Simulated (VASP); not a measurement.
# InSb (F-43m) in VASP: notebook

One crystal, InSb, is run at these levels: PBEsol; tasks: relaxation of cell and atoms.

All numbers are computed with VASP 6.6.1; they aren't measurements. Logs are shortened: lines on timing, memory, paths and dates and some standing lists are left out, and cuts for length are marked.

## Step 1: The structure

Symmetry: F-43m, No. 216, cubic system. Conventional cell: a = 6.478 Å, b = 6.478 Å, c = 6.478 Å, α = 90.00°, β = 90.00°, γ = 90.00°. In (site symmetry -43m) has 4 Sb at 2.81 Å as nearest neighbours. Sb (site symmetry -43m) is surrounded by 4 In at 2.81 Å.

## Step 2: Relaxation of cell and atoms, PBEsol

INCAR reads:

```
SYSTEM = InSb
ALGO = Normal
EDIFF = 1E-6
EDIFFG = -0.01
ENCUT = 600
GGA = PS
IBRION = 2
ISIF = 3
ISMEAR = 0
KPAR = 4
LASPH = .TRUE.
LCHARG = .FALSE.
LREAL = .FALSE.
LWAVE = .FALSE.
NELM = 80
NSW = 90
PREC = Accurate
SIGMA = 0.03
```

KPOINTS reads:

```
k-points
0
G
  10 10 10
  0 0 0
```

POSCAR reads:

```
InSb
1.0
    0.0000000000      3.2391000000      3.2391000000
    3.2391000000      0.0000000000      3.2391000000
    3.2391000000      3.2391000000      0.0000000000
In Sb
1 1
Direct
    0.0000000000      0.0000000000      0.0000000000
    0.2500000000      0.2500000000      0.2500000000
```

Potentials or basis: VASP PAW PBE potentials, release 64 (In_d, Sb).

Command:

```bash
> cat potpaw_PBE.64/In_d/POTCAR potpaw_PBE.64/Sb/POTCAR > POTCAR
> mpirun -np 4 vasp_std > vasp.out
```

OUTCAR:

```text
SYSTEM = InSb
   EDIFF = 1E-6
   EDIFFG = -0.01
   ENCUT = 600
   GGA = PS
   IBRION = 2
   ISIF = 3
   ISMEAR = 0
   LASPH = .TRUE.
   LREAL = .FALSE.
   NELM = 80
   NSW = 90
   PREC = Accurate

 ion  position               nearest neighbor table
   1  0.000  0.000  0.000-   2 2.81   2 2.81   2 2.81   2 2.81
   2  0.250  0.250  0.250-   1 2.81   1 2.81   1 2.81   1 2.81

  LATTYP: Found a face centered cubic cell.
 ALAT       =     6.4782000000

  Lattice vectors:

 A1 = (   0.0000000000,   3.2391000000,   3.2391000000)
 A2 = (   3.2391000000,   0.0000000000,   3.2391000000)
 A3 = (   3.2391000000,   3.2391000000,   0.0000000000)

Analysis of symmetry for initial positions (statically):
=====================================================================
 Subroutine PRICEL returns:
 Original cell was already a primitive cell.

 Routine SETGRP: Setting up the symmetry group for a
 face centered cubic supercell.

 Subroutine GETGRP returns: Found 24 space group operations
 (whereof 24 operations were pure point group operations)
 out of a pool of 48 trial point group operations.

The static configuration has the point symmetry T_d .

Analysis of symmetry for dynamics (positions and initial velocities):
=====================================================================
 Subroutine PRICEL returns:
 Original cell was already a primitive cell.

 Routine SETGRP: Setting up the symmetry group for a
 face centered cubic supercell.

 Subroutine GETGRP returns: Found 24 space group operations
 (whereof 24 operations were pure point group operations)
 out of a pool of 48 trial point group operations.

The dynamic configuration has the point symmetry T_d .

 Subroutine INISYM returns: Found 24 space group operations
 (whereof 24 operations are pure point group operations),
 and found     1 'primitive' translations

----------------------------------------------------------------------------------------

                                     Primitive cell

  volume of cell :      67.9678

  direct lattice vectors                    reciprocal lattice vectors
     0.000000000  3.239100000  3.239100000    -0.154363867  0.154363867  0.154363867
     3.239100000  0.000000000  3.239100000     0.154363867 -0.154363867  0.154363867
     3.239100000  3.239100000  0.000000000     0.154363867  0.154363867 -0.154363867

  length of vectors
     4.580779150  4.580779150  4.580779150     0.267366060  0.267366060  0.267366060

  position of ions in fractional coordinates (direct lattice)
     0.000000000  0.000000000  0.000000000
     0.250000000  0.250000000  0.250000000

[... 93 lines left out ...]
   IALGO  =     38    algorithm
   IMIX   =      4    mixing-type and parameters
     AMIX     =   0.40;   BMIX     =  1.00
     AMIX_MAG =   1.60;   BMIX_MAG =  1.00
  volume/ion in A,a.u.               =      33.98       229.33
  Fermi-wavevector in a.u.,A,eV,Ry     =   1.051311  1.986690 15.037912  1.105255
  Thomas-Fermi vector in A             =   2.186349
   LORBIT       =      0    0 simple, 1 ext, 2 COOP (PROOUT), +10 PAW based schemes
   GGA     = PS    functional components
   LHFCALC =     F    Hartree Fock is set to
   AEXX    =    0.0000 exact exchange contribution
   IVDW    =     0    specifies the selected vdW correction
   LEPSILON=     F    determine dielectric tensor
   LRPA    =     F    only Hartree local field effects (RPA)
 conjugate gradient relaxation of ions
 non-spin polarized calculation
 Gauss-broadening in eV      SIGMA  =   0.03
  energy-cutoff  :      600.00
  volume of cell :       67.97
 maximum number of plane-waves:      2288
 NGX is ok and might be reduce to    40
   NGX = 19   NGY = 19   NGZ = 19

--------------------------------------- Ionic step        1  -------------------------------------------

 number of electron      18.0000001 magnetization

 Free energy of the ion-electron system (eV)
  ---------------------------------------------------
  ext. energy  EPLUGINS =         0.00000000
  ---------------------------------------------------
  free energy    TOTEN  =        -7.69620008 eV

  energy without entropy =       -7.69615381  energy(sigma->0) =       -7.69617694

------------------------ aborting loop because EDIFF is reached ----------------------------------------

  FORCE on cell =-STRESS in cart. coord.  units (eV):
  Direction    XX          YY          ZZ          XY          YZ          ZX
  --------------------------------------------------------------------------------------
  -------------------------------------------------------------------------------------
  Total        0.3733145      0.3733145      0.3733145      0.0000000      0.0000000      0.0000000
  in kB        8.7999934      8.7999934      8.7999934      0.0000000      0.0000000      0.0000000
  external PRESSURE =       8.7999934 kB  Pullay stress =       0.0000000 kB
[... 23 lines left out ...]
--------------------------------------- Ionic step        2  -------------------------------------------

 number of electron      17.9999998 magnetization

 E-fermi :   4.6953     XC(G=0):  -8.7563

 val. band max:        4.6861368836   @ k =   0.0000   0.0000   0.0000
 cond. band min:       5.1124891659   @ k =   0.5000   0.0000   0.0000
 fundamental gap:      0.4263522823
 Fermi energy:         4.6952739550

 k-point     1 :       0.0000    0.0000    0.0000
  band No.  band energies     occupation
      1      -9.7992      2.00000
      2      -9.7992      2.00000
      3      -9.7992      2.00000
      4      -9.7199      2.00000
      5      -9.7199      2.00000
      6      -5.8970      2.00000
      7       4.2753      2.00000
      8       4.6861      1.33333
      9       4.6861      1.33333
     10       4.6861      1.33333
     11       7.6202      0.00000
     12       7.6202      0.00000
     13       7.6202      0.00000
[... 403 lines left out ...]
--------------------------------------- Ionic step        3  -------------------------------------------

 number of electron      17.9999999 magnetization

 Free energy of the ion-electron system (eV)
  ---------------------------------------------------
  ext. energy  EPLUGINS =         0.00000000
  ---------------------------------------------------
  free energy    TOTEN  =        -7.69983402 eV

  energy without entropy =       -7.69978774  energy(sigma->0) =       -7.69981088

 E-fermi :   4.7705     XC(G=0):  -8.7870

 val. band max:        4.7613194662   @ k =   0.0000   0.0000   0.0000
 cond. band min:       5.1999534592   @ k =   0.5000   0.0000   0.0000
 fundamental gap:      0.4386339930
 Fermi energy:         4.7704565425

 k-point     1 :       0.0000    0.0000    0.0000
  band No.  band energies     occupation
      1      -9.7386      2.00000
      2      -9.7386      2.00000
      3      -9.7386      2.00000
      4      -9.6574      2.00000
      5      -9.6574      2.00000
      6      -5.8669      2.00000
      7       4.3916      2.00000
      8       4.7613      1.33333
      9       4.7613      1.33333
     10       4.7613      1.33333
     11       7.6947      0.00000
     12       7.6947      0.00000
     13       7.6947      0.00000
[... 397 lines left out ...]
  FREE ENERGIE OF THE ION-ELECTRON SYSTEM (eV)
  ---------------------------------------------------
  free  energy   TOTEN  =        -7.6998340184 eV

  energy  without entropy=       -7.6997877397  energy(sigma->0) =       -7.69981088

 reached required accuracy - stopping structural energy minimisation
```

OSZICAR:

```text
N       E                     dE             d eps       ncg     rms          rms(c)
DAV:   1     0.114085304536E+03    0.11409E+03   -0.87354E+03  1222   0.155E+03
[... 23 lines left out ...]
DAV:   1    -0.770864537584E+01   -0.93034E-02   -0.22293E-01  1532   0.944E+00    0.579E-01
DAV:   2    -0.770108181815E+01    0.75636E-02   -0.17013E-02  1477   0.299E+00    0.208E-01
DAV:   3    -0.769986872852E+01    0.12131E-02   -0.37461E-03  1627   0.125E+00    0.102E-01
DAV:   4    -0.769984641985E+01    0.22309E-04   -0.12236E-04  1242   0.110E-01    0.670E-02
DAV:   5    -0.769983300319E+01    0.13417E-04   -0.18968E-05  1536   0.435E-02    0.298E-02
DAV:   6    -0.769983430767E+01   -0.13045E-05   -0.50916E-06  1729   0.238E-02    0.491E-03
DAV:   7    -0.769983401841E+01    0.28926E-06   -0.30206E-07   631   0.104E-02
   3 F= -.76998340E+01 E0= -.76998109E+01  d E =-.363393E-02
```

CONTCAR:

```text
InSb
   1.00000000000000
     0.0000000000000000    3.2603245810881871    3.2603245810881871
     3.2603245810881871    0.0000000000000000    3.2603245810881871
     3.2603245810881871    3.2603245810881871   -0.0000000000000000
  In              Sb
     1     1
Direct
     0.0000000000000000    0.0000000000000000    0.0000000000000000
     0.2500000000000000    0.2500000000000000    0.2500000000000000

  0.00000000E+00  0.00000000E+00  0.00000000E+00
  0.00000000E+00  0.00000000E+00  0.00000000E+00
```

Run time: 71 s. Hardware: 4 MPI ranks of Intel Xeon Platinum 8375C at 2.90GHz (Ice Lake), shared host; peak memory 0.28 GiB.

Results:

| Quantity | Value |
| --- | --- |
| Free energy | -7.6998 eV |
| Relaxed volume | 34.66 Å³/atom |
| Relaxed cell | a = 4.611 Å, b = 4.611 Å, c = 4.611 Å, α = 60.00°, β = 60.00°, γ = 60.00° |
| Space group after relaxing (to 0.05 Å) | F-43m (No. 216) |
| Energy gained by relaxing | 1.8 meV/atom |
| Ionic steps | 3 |
| Pressure after relaxing | 0.0 GPa |
| Band gap on the k mesh | none (metal or under the smearing width) |

Step by step:
| step | energy change (eV) | largest force (eV/Å) | pressure (GPa) | volume (Å³) |
| --- | --- | --- | --- | --- |
| 1 | 0.0000 | 0.0000 | 0.88 | 67.97 |
| 2 | -0.0031 | 0.0000 | -0.31 | 69.82 |
| 3 | -0.0036 | 0.0000 | -0.01 | 69.31 |

Final structure:
```
CELL_PARAMETERS angstrom
0.00000 3.26032 3.26032
3.26032 0.00000 3.26032
3.26032 3.26032 0.00000
ATOMIC_POSITIONS crystal
In 0.00000 0.00000 0.00000
Sb 0.25000 0.25000 0.25000
```

Caveat: the PAW data sets were made with another functional, which shifts forces and pressure a little; this crystal is a semiconductor, whose small gap the functional closes, so the metal is an error of the method. Spin-orbit coupling is left out, which matters for the levels of Sb.

## Step 3: Relaxation of cell and atoms, PBEsol

This run uses another cell than the first one, of 34.66 Å³/atom, 1.020 times its volume.

INCAR, as its differences from that of step 2:

```diff
@@ -2,4 +2,4 @@
 ALGO = Normal
-EDIFF = 1E-6
-EDIFFG = -0.01
+EDIFF = 1E-7
+EDIFFG = -0.005
 ENCUT = 600
```

KPOINTS is that of step 2.

POSCAR reads:

```
InSb                                    
1.0
    0.0000000000      3.2603245811      3.2603245811
    3.2603245811      0.0000000000      3.2603245811
    3.2603245811      3.2603245811     -0.0000000000
  In              Sb            
     1     1
Direct
     0.0000000000000000    0.0000000000000000    0.0000000000000000
     0.2500000000000000    0.2500000000000000    0.2500000000000000
```

Potentials or basis: VASP PAW PBE potentials, release 64 (In_d, Sb).

Command:

```bash
> cat potpaw_PBE.64/In_d/POTCAR potpaw_PBE.64/Sb/POTCAR > POTCAR
> mpirun -np 4 vasp_std > vasp.out
```

OUTCAR:

```text
SYSTEM = InSb
   EDIFF = 1E-7
   EDIFFG = -0.005
   ENCUT = 600
   GGA = PS
   IBRION = 2
   ISIF = 3
   ISMEAR = 0
   LASPH = .TRUE.
   LREAL = .FALSE.
   NELM = 80
   NSW = 90
   PREC = Accurate

 ion  position               nearest neighbor table
   1  0.000  0.000  0.000-   2 2.82   2 2.82   2 2.82   2 2.82
   2  0.250  0.250  0.250-   1 2.82   1 2.82   1 2.82   1 2.82

  LATTYP: Found a face centered cubic cell.
 ALAT       =     6.5206491622

  Lattice vectors:

 A1 = (   0.0000000000,   3.2603245811,   3.2603245811)
 A2 = (   3.2603245811,   0.0000000000,   3.2603245811)
 A3 = (   3.2603245811,   3.2603245811,   0.0000000000)

Analysis of symmetry for initial positions (statically):
=====================================================================
 Subroutine PRICEL returns:
 Original cell was already a primitive cell.

 Routine SETGRP: Setting up the symmetry group for a
 face centered cubic supercell.

 Subroutine GETGRP returns: Found 24 space group operations
 (whereof 24 operations were pure point group operations)
 out of a pool of 48 trial point group operations.

[... 180 lines left out ...]
      7       4.3915      2.00000
      8       4.7613      1.33333
      9       4.7613      1.33333
     10       4.7613      1.33333
     11       7.6946      0.00000
     12       7.6946      0.00000
     13       7.6946      0.00000
[... 354 lines left out ...]
  band No.  band energies     occupation
      1      -9.7997      2.00000
      2      -9.7077      2.00000
      3      -9.7068      2.00000
      4      -9.6705      2.00000
      5      -9.6512      2.00000
      6      -4.5370      2.00000
      7      -0.1967      2.00000
      8       2.6454      2.00000
      9       2.8980      2.00000
     10       6.2252      0.00000
     11       6.9884      0.00000
     12      10.5039      0.00000
     13      11.0533      0.00000

 [... further k-points ...]

------------------------ aborting loop because EDIFF is reached ----------------------------------------

  FORCE on cell =-STRESS in cart. coord.  units (eV):
  Direction    XX          YY          ZZ          XY          YZ          ZX
  --------------------------------------------------------------------------------------
  -------------------------------------------------------------------------------------
  Total        0.0011277      0.0011277      0.0011277      0.0000000      0.0000000     -0.0000000
  in kB        0.0260662      0.0260662      0.0260662      0.0000000      0.0000000     -0.0000000
  external PRESSURE =       0.0260662 kB  Pullay stress =       0.0000000 kB

 VOLUME and BASIS-vectors are now :
 -----------------------------------------------------------------------------
  energy-cutoff  :      600.00
  volume of cell :       69.31
      direct lattice vectors                 reciprocal lattice vectors
     0.000000000  3.260324581  3.260324581    -0.153358964  0.153358964  0.153358964
     3.260324581  0.000000000  3.260324581     0.153358964 -0.153358964  0.153358964
     3.260324581  3.260324581  0.000000000     0.153358964  0.153358964 -0.153358964

 POSITION                                       TOTAL-FORCE (eV/Angst)
 -----------------------------------------------------------------------------------
      0.00000      0.00000      0.00000         0.000000      0.000000      0.000000
      1.63016      1.63016      1.63016        -0.000000     -0.000000     -0.000000
 -----------------------------------------------------------------------------------
    total drift:                               -0.000000     -0.000000     -0.000000

  FREE ENERGIE OF THE ION-ELECTRON SYSTEM (eV)
  ---------------------------------------------------
  free  energy   TOTEN  =        -7.6999379196 eV

  energy  without entropy=       -7.6998916409  energy(sigma->0) =       -7.69991478

 reached required accuracy - stopping structural energy minimisation
```

OSZICAR:

```text
N       E                     dE             d eps       ncg     rms          rms(c)
DAV:   1     0.114625726158E+03    0.11463E+03   -0.86275E+03  1222   0.149E+03
DAV:   2     0.230690781659E-01   -0.11460E+03   -0.11216E+03  1282   0.326E+02
DAV:   3    -0.762462198466E+01   -0.76477E+01   -0.75842E+01  1542   0.899E+01
DAV:   4    -0.783112128054E+01   -0.20650E+00   -0.20639E+00  1488   0.170E+01
DAV:   5    -0.784121685417E+01   -0.10096E-01   -0.10095E-01  1786   0.315E+00    0.393E+00
DAV:   6    -0.772255949677E+01    0.11866E+00   -0.20557E-01  1649   0.835E+00    0.223E+00
DAV:   7    -0.770033595758E+01    0.22224E-01   -0.73761E-02  1567   0.323E+00    0.619E-01
DAV:   8    -0.769954336213E+01    0.79260E-03   -0.77022E-03  1654   0.121E+00    0.263E-01
DAV:   9    -0.769990805476E+01   -0.36469E-03   -0.69945E-04  1372   0.281E-01    0.656E-02
DAV:  10    -0.769991542179E+01   -0.73670E-05   -0.33361E-05  1655   0.502E-02    0.338E-02
DAV:  11    -0.769993744184E+01   -0.22020E-04   -0.34495E-05  1347   0.511E-02    0.193E-02
DAV:  12    -0.769993800419E+01   -0.56235E-06   -0.88637E-07  1450   0.798E-03    0.529E-03
DAV:  13    -0.769993791963E+01    0.84560E-07   -0.55214E-07  1322   0.712E-03
   1 F= -.76999379E+01 E0= -.76999148E+01  d E =-.769994E+01
```

CONTCAR:

```text
InSb
   1.00000000000000
     0.0000000000000000    3.2603245810999999    3.2603245810999999
     3.2603245810999999    0.0000000000000000    3.2603245810999999
     3.2603245810999999    3.2603245810999999    0.0000000000000000
  In              Sb
     1     1
Direct
     0.0000000000000000    0.0000000000000000    0.0000000000000000
     0.2500000000000000    0.2500000000000000    0.2500000000000000

  0.00000000E+00  0.00000000E+00  0.00000000E+00
  0.00000000E+00  0.00000000E+00  0.00000000E+00
```

It took 31 s on 4 MPI ranks of Intel Xeon Platinum 8375C at 2.90GHz (Ice Lake), shared host; peak memory 0.27 GiB.

What came out:

* Free energy: -7.6999 eV
* Pressure after relaxing: 0.0 GPa
* Band gap on the k mesh: none (metal or under the smearing width)

Final structure:
```
CELL_PARAMETERS angstrom
0.00000 3.26032 3.26032
3.26032 0.00000 3.26032
3.26032 3.26032 0.00000
ATOMIC_POSITIONS crystal
In 0.00000 0.00000 0.00000
Sb 0.25000 0.25000 0.25000
```

Levels at points of the mesh, in eV from the Fermi level:
| k point | band 5 | band 6 | band 7 | band 8 | band 9 | band 10 | band 11 | band 12 | band 13 |
| --- | --- | --- | --- | --- | --- | --- | --- | --- | --- |
| (0.00, 0.00, 0.00) | -14.43 | -10.64 | -0.38 | -0.01 | -0.01 | -0.01 | 2.92 | 2.92 | 2.92 |
| (0.50, 0.00, 0.00) | -14.43 | -9.31 | -5.58 | -0.99 | -0.99 | 0.43 | 3.76 | 3.76 | 5.96 |
| (0.50, 0.50, 0.00) | -14.42 | -8.72 | -5.88 | -2.22 | -2.22 | 1.27 | 1.28 | 8.00 | 8.00 |

Caveat: the relaxation stopped at its first step, so nothing moved; the PAW data sets were made with another functional, which shifts forces and pressure a little; this crystal is a semiconductor, whose small gap the functional closes, so the metal is an error of the method.

[end of part 1 of 2]
